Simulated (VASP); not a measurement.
# H (C2/m) in VASP: further runs

Runs on H. Level: PBE. Tasks: single point.

All numbers are computed with VASP 6.6.1; they aren't measurements. Logs are shortened: lines on timing, memory, paths and dates and some standing lists are left out, and cuts for length are marked.

**1. The crystal as given**

The structure is monoclinic, space group C2/m (No. 12). The conventional cell has a = 5.664 Å, b = 3.710 Å, c = 3.710 Å, α = 90.00°, β = 126.19°, γ = 90.00°. H (site symmetry m) is surrounded by 1 H at 0.75 Å.

**2. Single point, PBE**

INCAR reads:

```
  PREC = Accurate
  ENCUT = 520
  EDIFF = 1E-7
  ISMEAR = 0
  SIGMA = 0.02
  LREAL = False
  LASPH = True
  NELM = 100
  ALGO = Normal
  ISIF = 2
  LWAVE = False
  LCHARG = True
  GGA = PE
  LELF = True
  LVHAR = True
  NBANDS = 10
```

KPOINTS reads:

```
Automatic mesh
0
Gamma
  6 6 6
```

POSCAR reads:

```
H
1.0
    3.7097913310      0.0000000000      0.0000000000
    0.0000000000      3.7097913310      0.0000000000
    0.3656943659      0.0000000000      4.5711795732
H
4
Direct
    0.0008284164      0.0000000000      0.9180919952
   -0.0008284164      0.0000000000      0.0819080048
    0.5008284164      0.5000000000      0.4180919952
    0.4991715836      0.5000000000      0.5819080048
```

Potentials or basis: VASP PAW PBE potentials, release 64 (H).

Started as:

```sh
> cat potpaw_PBE.64/H/POTCAR > POTCAR
> mpirun -np 1 vasp_std > vasp.out
```

OUTCAR:

```text
PREC = Accurate
   ENCUT = 520
   EDIFF = 1E-7
   ISMEAR = 0
   LREAL = False
   LASPH = True
   NELM = 100
   ISIF = 2
   GGA = PE

 ion  position               nearest neighbor table
   1  0.001  0.000  0.918-   2 0.75
   2  0.999  0.000  0.082-   1 0.75
   3  0.501  0.500  0.418-   4 0.75
   4  0.499  0.500  0.582-   3 0.75

  LATTYP: Found a simple monoclinic cell.
 ALAT       =     3.7097913310
 B/A-ratio  =     1.0000000000
 C/A-ratio  =     1.2361299084
 COS(beta)  =    -0.0797452223

  Lattice vectors:

 A1 = (   3.7097913310,   0.0000000000,   0.0000000000)
 A2 = (   0.0000000000,  -3.7097913310,   0.0000000000)
 A3 = (  -0.3656943659,   0.0000000000,  -4.5711795732)

Analysis of symmetry for initial positions (statically):
=====================================================================
 Subroutine PRICEL returns following result:

  LATTYP: Found a base centered monoclinic cell.
 ALAT       =     5.6638032454
 B/A-ratio  =     0.6550000362
 C/A-ratio  =     0.6550000362
 COS(beta)  =    -0.5904331101

  Lattice vectors:

 A1 = (  -1.6720484825,   1.8548956655,   2.2855897866)
 A2 = (  -1.6720484825,  -1.8548956655,   2.2855897866)
 A3 = (   3.7097913310,   0.0000000000,  -0.0000000000)

   2 primitive cells build up your supercell.

 Routine SETGRP: Setting up the symmetry group for a
 simple monoclinic supercell.

 Subroutine GETGRP returns: Found  4 space group operations
 (whereof  4 operations were pure point group operations)
 out of a pool of  4 trial point group operations.

The static configuration has the point symmetry C_2h.

Analysis of symmetry for dynamics (positions and initial velocities):
=====================================================================
 Subroutine PRICEL returns following result:

  LATTYP: Found a base centered monoclinic cell.
 ALAT       =     5.6638032454
 B/A-ratio  =     0.6550000362
 C/A-ratio  =     0.6550000362
 COS(beta)  =    -0.5904331101

  Lattice vectors:

 A1 = (  -1.6720484825,   1.8548956655,   2.2855897866)
 A2 = (  -1.6720484825,  -1.8548956655,   2.2855897866)
 A3 = (   3.7097913310,   0.0000000000,  -0.0000000000)

   2 primitive cells build up your supercell.

 Routine SETGRP: Setting up the symmetry group for a
 simple monoclinic supercell.

 Subroutine GETGRP returns: Found  4 space group operations
 (whereof  4 operations were pure point group operations)
 out of a pool of  4 trial point group operations.

The dynamic configuration has the point symmetry C_2h.

 Subroutine INISYM returns: Found  4 space group operations
 (whereof  4 operations are pure point group operations),
 and found     2 'primitive' translations

----------------------------------------------------------------------------------------

                                     Primitive cell

  volume of cell :      31.4555

  direct lattice vectors                    reciprocal lattice vectors
    -1.672048483  1.854895665  2.285589787     0.000000000  0.269556940  0.218761916
    -1.672048483 -1.854895665  2.285589787     0.000000000 -0.269556940  0.218761916
     3.709791331  0.000000000 -0.000000000     0.269556940  0.000000000  0.197197360

  length of vectors
     3.385307184  3.385307184  3.709791331     0.347156621  0.347156621  0.333987639

  position of ions in fractional coordinates (direct lattice)
     0.918091995  0.918091995  0.918920412
     0.081908005  0.081908005  0.081079588

  ion indices of the primitive-cell ions
   primitive index   ion index
                 1           1
                 2           2

----------------------------------------------------------------------------------------

 KPOINTS: Automatic mesh

Automatic generation of k-mesh.
 Grid dimensions read from file:
 generate k-points for:    6    6    6

 Generating k-lattice:

  Cartesian coordinates                     Fractional coordinates (reciprocal lattice)
     0.044926157  0.000000000 -0.003594093     0.166666667  0.000000000  0.000000000
     0.000000000  0.044926157  0.000000000     0.000000000  0.166666667  0.000000000
     0.000000000  0.000000000  0.036460319     0.000000000  0.000000000  0.166666667

  Length of vectors
     0.045069691  0.044926157  0.036460319

  Shift w.r.t. Gamma in fractional coordinates (k-lattice)
     0.000000000  0.000000000  0.000000000

 Subroutine IBZKPT returns following result:
 ===========================================

 Found     80 irreducible k-points:

 Following reciprocal coordinates:
            Coordinates               Weight
  0.000000  0.000000  0.000000      1.000000
  0.166667  0.000000  0.000000      2.000000
  0.333333  0.000000  0.000000      2.000000
  0.500000  0.000000  0.000000      1.000000
  0.000000  0.166667  0.000000      2.000000
  0.166667  0.166667  0.000000      4.000000
[... 16 lines left out ...]
  0.000000  0.166667  0.166667      4.000000
  0.166667  0.166667  0.166667      4.000000
 [... further k-points ...]
   k-points           NKPTS =     80   k-points in BZ     NKDIM =     80   number of bands    NBANDS=     10
   number of dos      NEDOS =    301   number of ions     NIONS =      4
   total plane-waves  NPLWV =  28224
   dimension x,y,z NGX =    28 NGY =   28 NGZ =   36
   dimension x,y,z NGXF=    56 NGYF=   56 NGZF=   72
   ions per type =               4
   NGX,Y,Z   is equivalent  to a cutoff of  12.55, 12.55, 13.05 a.u.
   NGXF,Y,Z  is equivalent  to a cutoff of  25.10, 25.10, 26.10 a.u.
 SYSTEM =  unknown system
   PREC   = accura    normal or accurate (medium, high low for compatibility)
   ISTART =      0    job   : 0-new  1-cont  2-samecut
   ICHARG =      2    charge: 1-file 2-atom 10-const
   ISPIN  =      1    spin polarized calculation?
   LNONCOLLINEAR =      F non collinear calculations
   LSORBIT =      F    spin-orbit coupling
   LASPH  =      T    aspherical Exc in radial PAW
   ENCUT  =  520.0 eV  38.22 Ry    6.18 a.u.   6.90  6.90  8.53*2*pi/ulx,y,z
   NELM   =    100;   NELMIN=  2; NELMDL= -5     # of ELM steps
   EDIFF  = 0.1E-06   stopping-criterion for ELM
   LREAL  =      F    real-space projection
   EDIFFG = 0.1E-05   stopping-criterion for IOM
   NSW    =      0    number of steps for IOM
   IBRION =     -1    ionic relax: 0-MD 1-quasi-New 2-CG
   NFREE  =      0    steps in history (QN), initial steepest desc. (CG)
   ISIF   =      2    stress and relaxation
   ISYM   =      2    0-nonsym 1-usesym 2-fastsym
   POTIM  = 0.5000    time-step for ionic-motion
   TEBEG  =    0.0;   TEEND  =   0.0 temperature during run
   PSTRESS=    0.0 pullay stress
   NELECT =       4.0000    total number of electrons
   NUPDOWN=      -1.0000    fix difference up-down
   EMIN   =  10.00;   EMAX   =-10.00  energy-range for DOS
   EFERMI =   0.00;   METHOD = LEGACY
   ISMEAR =     0;   SIGMA  =   0.02  broadening in eV -4-tet -1-fermi 0-gaus
   EFERMI_NEDOS =   21; number of points for ismear=-14 and -15
   IALGO  =     38    algorithm
   IMIX   =      4    mixing-type and parameters
     AMIX     =   0.40;   BMIX     =  1.00
     AMIX_MAG =   1.60;   BMIX_MAG =  1.00
  volume/ion in A,a.u.               =      15.73       106.14
  Fermi-wavevector in a.u.,A,eV,Ry     =   0.653410  1.234766  5.808933  0.426945
  Thomas-Fermi vector in A             =   1.723641
   LORBIT       =      0    0 simple, 1 ext, 2 COOP (PROOUT), +10 PAW based schemes
   GGA     = PE    functional components
   LHFCALC =     F    Hartree Fock is set to
   AEXX    =    0.0000 exact exchange contribution
   IVDW    =     0    specifies the selected vdW correction
   LEPSILON=     F    determine dielectric tensor
   LRPA    =     F    only Hartree local field effects (RPA)
 non-spin polarized calculation
 Gauss-broadening in eV      SIGMA  =   0.02
  energy-cutoff  :      520.00
  volume of cell :       62.91
 maximum number of plane-waves:      1712
   NGX = 13   NGY = 13   NGZ = 17

 number of electron       3.9999999 magnetization

 Free energy of the ion-electron system (eV)
  ---------------------------------------------------
  ext. energy  EPLUGINS =         0.00000000
  ---------------------------------------------------
  free energy    TOTEN  =       -13.57922078 eV

  energy without entropy =      -13.57922078  energy(sigma->0) =      -13.57922078

 E-fermi :  -8.7126     XC(G=0):  -4.6561

 val. band max:       -8.8196952961   @ k =   0.0000   0.0000   0.0000
 cond. band min:       0.2250988155   @ k =   0.5000   0.0000   0.5000
 fundamental gap:      9.0447941116
 Fermi energy:        -8.7125838932

 k-point     1 :       0.0000    0.0000    0.0000
  band No.  band energies     occupation
      1     -10.2421      2.00000
      2      -8.8197      2.00000
      3       1.3023      0.00000
      4       3.2851      0.00000
      5       6.0038      0.00000
      6       6.4186      0.00000
      7       6.4844      0.00000
      8       6.7952      0.00000
      9       8.4801      0.00000
     10      12.1493      0.00000

 k-point     2 :       0.1667    0.0000    0.0000
  band No.  band energies     occupation
      1     -10.1164      2.00000
      2      -8.8679      2.00000
      3       1.5621      0.00000
      4       3.0117      0.00000
      5       4.3101      0.00000
      6       6.2832      0.00000
      7       6.7076      0.00000
      8       6.9914      0.00000
      9      10.8229      0.00000
     10      11.7718      0.00000

 k-point     3 :       0.3333    0.0000    0.0000
  band No.  band energies     occupation
      1      -9.7849      2.00000
      2      -9.0434      2.00000
      3       2.2929      0.00000
      4       2.4764      0.00000
      5       2.8724      0.00000
      6       5.0106      0.00000
      7       7.5652      0.00000
      8       7.8938      0.00000
      9      10.6776      0.00000
     10      10.9701      0.00000

 k-point     4 :       0.5000    0.0000    0.0000
  band No.  band energies     occupation
      1      -9.3749      2.00000
      2      -9.3749      2.00000
      3       2.2493      0.00000
      4       2.2493      0.00000
      5       3.5679      0.00000
      6       3.5679      0.00000
      7       8.9486      0.00000
      8       8.9486      0.00000
      9       9.3167      0.00000
     10       9.3167      0.00000

 k-point     5 :       0.0000    0.1667    0.0000
  band No.  band energies     occupation
      1     -10.1168      2.00000
      2      -8.8681      2.00000
      3       1.5643      0.00000
      4       3.0268      0.00000
      5       4.2769      0.00000
      6       6.3067      0.00000
      7       6.7707      0.00000
      8       7.0107      0.00000
      9      10.7612      0.00000
     10      11.6784      0.00000

 k-point     6 :       0.1667    0.1667    0.0000
  band No.  band energies     occupation
      1      -9.9994      2.00000
      2      -8.9027      2.00000
      3       1.8170      0.00000
      4       2.8142      0.00000
      5       4.3020      0.00000
      6       4.7865      0.00000
      7       5.9910      0.00000
      8       9.3294      0.00000
      9      10.6319      0.00000
     10      11.6711      0.00000
[... 183 lines left out ...]
 k-point    21 :      -0.3333    0.0000    0.1667
  band No.  band energies     occupation
      1      -9.6786      2.00000
      2      -9.1338      2.00000
      3       1.2744      0.00000
      4       2.1150      0.00000
      5       4.0196      0.00000
      6       5.6059      0.00000
      7       7.8338      0.00000
      8       8.5867      0.00000
      9       9.8987      0.00000
     10      10.4024      0.00000

 k-point    22 :      -0.1667    0.0000    0.1667
  band No.  band energies     occupation
      1     -10.0087      2.00000
      2      -8.9823      2.00000
      3       1.2218      0.00000
      4       2.5907      0.00000
      5       4.7779      0.00000
      6       6.9256      0.00000
      7       6.9402      0.00000
      8       7.6244      0.00000
      9      10.6213      0.00000
     10      10.9322      0.00000

 k-point    23 :       0.0000    0.1667    0.1667
  band No.  band energies     occupation
      1     -10.0342      2.00000
      2      -8.9490      2.00000
      3       1.2595      0.00000
      4       2.4930      0.00000
      5       4.8549      0.00000
      6       6.9088      0.00000
      7       7.0686      0.00000
      8       7.5616      0.00000
      9      10.0097      0.00000
     10      10.9605      0.00000

 k-point    24 :       0.1667    0.1667    0.1667
  band No.  band energies     occupation
      1      -9.9461      2.00000
      2      -8.9411      2.00000
      3       1.4830      0.00000
      4       2.2601      0.00000
      5       4.5599      0.00000
      6       5.5913      0.00000
      7       6.7519      0.00000
      8       8.8205      0.00000
      9       9.4362      0.00000
     10      11.8683      0.00000

 [... further k-points ...]

------------------------ aborting loop because EDIFF is reached ----------------------------------------

  FORCE on cell =-STRESS in cart. coord.  units (eV):
  Direction    XX          YY          ZZ          XY          YZ          ZX
  --------------------------------------------------------------------------------------
  -------------------------------------------------------------------------------------
  Total       -0.0515163     -0.0483944     -0.0768951      0.0000000      0.0000000     -0.0147914
  in kB       -1.3119812     -1.2324760     -1.9583121      0.0000000      0.0000000     -0.3766975
  external PRESSURE =      -1.5009231 kB  Pullay stress =       0.0000000 kB

 VOLUME and BASIS-vectors are now :
 -----------------------------------------------------------------------------
  energy-cutoff  :      520.00
  volume of cell :       62.91
      direct lattice vectors                 reciprocal lattice vectors
     3.709791331  0.000000000  0.000000000     0.269556940  0.000000000 -0.021564555
     0.000000000  3.709791331  0.000000000     0.000000000  0.269556940  0.000000000
     0.365694366  0.000000000  4.571179573     0.000000000  0.000000000  0.218761916

 POSITION                                       TOTAL-FORCE (eV/Angst)
 -----------------------------------------------------------------------------------
      0.33881      0.00000      4.19676         0.002493     -0.000000      0.012665
      3.73667      0.00000      0.37442        -0.002493     -0.000000     -0.012665
      2.01086      1.85490      1.91117         0.002493      0.000000      0.012665
      2.06462      1.85490      2.66001        -0.002493     -0.000000     -0.012665
 -----------------------------------------------------------------------------------
    total drift:                               -0.000000      0.000000     -0.000000

  FREE ENERGIE OF THE ION-ELECTRON SYSTEM (eV)
  ---------------------------------------------------
  free  energy   TOTEN  =       -13.5792207825 eV

  energy  without entropy=      -13.5792207825  energy(sigma->0) =      -13.57922078
```

Run time: 14 s. Hardware: 1 thread of Intel Xeon 6975P-C (Granite Rapids), shared host; peak memory 0.18 GiB.

Results:

```yaml
Free_energy: -13.5792 eV
Pressure: -0.2 GPa
Largest_force: 0.013 eV/Å
Band_gap_on_the_k_mesh: 9.04 eV
```

Forces on the atoms (eV/Å):
```
H    0.002  0.000  0.013
H   -0.002  0.000 -0.013
H    0.002  0.000  0.013
H   -0.002  0.000 -0.013
```

(Part 1 of 2 ends here.)
